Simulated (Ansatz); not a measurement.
# MnO (P6_3mc)

Level of theory: LDA+U, U = 4.0 eV, J = 0.5 eV (Liechtenstein form) on Mn d, fully localised double counting, collinear spin, scalar-relativistic, 420 eV, PAW set soft_2 (made for PBE), 6×6×4 mesh, Gaussian smearing of 0.05 eV; plane-wave PAW code Ansatz.

```xyz
8
Lattice="3.3717 0.0000 0.0000 -3.3717 5.8400 0.0000 0.0000 0.0000 5.3855" Properties=species:S:1:pos:R:3 pbc="T T T"
Mn    0.0000    1.9467    0.0590
Mn    1.6859    0.9733    2.7518
O     0.0000    1.9467    2.0221
O     1.6859    0.9733    4.7148
Mn   -1.6859    4.8666    0.0590
Mn    0.0000    3.8933    2.7518
O    -1.6859    4.8666    2.0221
O     0.0000    3.8933    4.7148
```

The structure is that of a cell as deposited in COD, unrelaxed. The cell shown is twice the primitive one, so that more magnetic patterns fit.

Cell and atoms stay fixed. Atoms count from 1 in the text and from 0 in parts of the program's output.

Two runs on this cell converged from different starts. The ends of their outputs, energies left out (λ are the eigenvalues of a shell's occupation matrix):

Run A:

```
Magnetization: 0.0000 μB (42.0000 up, 42.0000 down)
Absolute magnetization: 18.9845 μB (∫|ρ↑−ρ↓|, with the PAW one-centre terms)
Per-site moments (μB) at R_I (Å): [(3.86468, 0.80977), (-3.86468, 0.80977), (-0.06525, 0.80977), (0.06525, 0.80977), (3.86468, 0.80977), (-3.86468, 0.80977), (-0.06525, 0.80977), (0.06525, 0.80977)]
Fermi energy:    9.197965 eV
--- Forces (eV/Å), atoms counted from 1 ---
  atom   1  Mn     0.00000000     0.00051495    -0.44169307
  atom   2  Mn     0.00000000    -0.00051495    -0.44169319
  atom   3  O      0.00000000     0.00016895     0.44170129
  atom   4  O      0.00000000    -0.00016894     0.44170132
  atom   5  Mn     0.00000000     0.00051495    -0.44169307
  atom   6  Mn     0.00000000    -0.00051495    -0.44169319
  atom   7  O      0.00000000     0.00016895     0.44170129
  atom   8  O      0.00000000    -0.00016894     0.44170132
--- Stress (GPa, compression-positive) ---
       -4.512314       0.000000       0.000000
        0.000000      -4.527550       0.000000
        0.000000       0.000000      -0.510487
  P = ⅓ Tr σ = -3.1835 GPa (-31.835 kbar)
--- Löwdin populations: 8 sites ---
  site symbol       q [e]    m [muB]
     0     Mn     13.7907     4.6014
     1     Mn     13.7907    -4.6014
     2      O      7.0577    -0.1032
     3      O      7.0577     0.1032
     4     Mn     13.7907     4.6014
     5     Mn     13.7907    -4.6014
     6      O      7.0577    -0.1032
     7      O      7.0577     0.1032
--- Occupation matrices: 4 shells (run DFT+U table (all-electron-ortho-atomic); ε = 4.43e-4) ---
  Mn0 d_3D up     Tr n = 4.9457  λ = 0.977 0.988 0.988 0.996 0.996
  Mn0 d_3D dn     Tr n = 0.3519  λ = 0.045 0.045 0.081 0.081 0.100
  Mn1 d_3D up     Tr n = 0.3519  λ = 0.045 0.045 0.081 0.081 0.100
  Mn1 d_3D dn     Tr n = 4.9457  λ = 0.977 0.988 0.988 0.996 0.996
  Mn4 d_3D up     Tr n = 4.9457  λ = 0.977 0.988 0.988 0.996 0.996
  Mn4 d_3D dn     Tr n = 0.3519  λ = 0.045 0.045 0.081 0.081 0.100
  Mn5 d_3D up     Tr n = 0.3519  λ = 0.045 0.045 0.081 0.081 0.100
  Mn5 d_3D dn     Tr n = 4.9457  λ = 0.977 0.988 0.988 0.996 0.996
```

Run B:

```
Magnetization: 20.0000 μB (52.0000 up, 32.0000 down)
Absolute magnetization: 20.0000 μB (∫|ρ↑−ρ↓|, with the PAW one-centre terms)
Per-site moments (μB) at R_I (Å): [(3.91865, 0.80977), (3.91865, 0.80977), (0.15500, 0.80977), (0.15500, 0.80977), (3.91865, 0.80977), (3.91865, 0.80977), (0.15500, 0.80977), (0.15500, 0.80977)]
Entropy (-TS):   -0.000150 eV (-0.019 meV/atom)
Fermi energy:    9.702919 eV
--- Forces (eV/Å), atoms counted from 1 ---
  atom   1  Mn     0.00000000     0.00187082    -0.76305421
  atom   2  Mn     0.00000000    -0.00187082    -0.76305421
  atom   3  O      0.00000000     0.00112248     0.76306359
  atom   4  O      0.00000000    -0.00112248     0.76306359
  atom   5  Mn     0.00000000     0.00187082    -0.76305421
  atom   6  Mn     0.00000000    -0.00187082    -0.76305421
  atom   7  O      0.00000000     0.00112248     0.76306359
  atom   8  O      0.00000000    -0.00112248     0.76306359
--- Stress (GPa, compression-positive) ---
       -2.297054       0.000000       0.000000
        0.000000      -2.327070       0.000000
        0.000000       0.000000       5.960787
  P = ⅓ Tr σ = 0.4456 GPa (4.456 kbar)
--- Löwdin populations: 8 sites ---
  site symbol       q [e]    m [muB]
     0     Mn     13.7671     4.6786
     1     Mn     13.7671     4.6786
     2      O      7.0792     0.2566
     3      O      7.0792     0.2566
     4     Mn     13.7671     4.6786
     5     Mn     13.7671     4.6786
     6      O      7.0792     0.2566
     7      O      7.0792     0.2566
--- Occupation matrices: 4 shells (run DFT+U table (all-electron-ortho-atomic); ε = 5.69e-4) ---
  Mn0 d_3D up     Tr n = 4.9597  λ = 0.984 0.989 0.990 0.998 0.998
  Mn0 d_3D dn     Tr n = 0.3052  λ = 0.037 0.037 0.074 0.074 0.085
  Mn1 d_3D up     Tr n = 4.9597  λ = 0.984 0.989 0.990 0.998 0.998
  Mn1 d_3D dn     Tr n = 0.3052  λ = 0.037 0.037 0.074 0.074 0.085
  Mn4 d_3D up     Tr n = 4.9597  λ = 0.984 0.989 0.990 0.998 0.998
  Mn4 d_3D dn     Tr n = 0.3052  λ = 0.037 0.037 0.074 0.074 0.085
  Mn5 d_3D up     Tr n = 4.9597  λ = 0.984 0.989 0.990 0.998 0.998
  Mn5 d_3D dn     Tr n = 0.3052  λ = 0.037 0.037 0.074 0.074 0.085
```

Task: Which run lies higher in energy, by how much, and why?

Result: Run B, by 64.7 meV/atom. Run B has a gap of 0.09 eV (close to the smearing width); run A has 5 d electrons in filled orbitals, 5 of them unpaired, the high-spin filling, a gap of 0.51 eV. Run B kept 8 symmetry operations, run A 4. They differ in magnetic order (signs of the magnetic ions' moments, up to an overall flip, +−+− in run A, ++++ in run B). The Hubbard term of the energy is 2.64 eV per cell in run A and 2.27 eV in run B. Of the difference of 0.52 eV per cell, the Hubbard term gives -0.38 eV and all other terms 0.89 eV, so the other terms decide the order against the Hubbard term. The other terms are taken on each state's own density, so they aren't the result of a run without U.

In the lower state the fixed cell carries a pressure of -3.2 GPa and forces up to 0.44 eV/Å; relaxing would change energies and could change the order of close states.

Run B started from: ferromagnetic start, free, default search, moments Mn1 5.00; Mn2 5.00; Mn5 5.00; Mn6 5.00 μB. Run A started from: antiferromagnetic start, free, moments Mn1 5.00; Mn2 -5.00; Mn5 5.00; Mn6 -5.00 μB, occupations held for 8 iterations. At this level the cell was started in 16 ways, of which 5 didn't converge. Run A holds the lowest state found for this cell, which doesn't make it the ground state. The value of U was drawn from a range and not derived for this compound; another value can change gaps, moments and the order of states. Gaps are Kohn–Sham gaps over the k-mesh alone and may be smaller between its points.
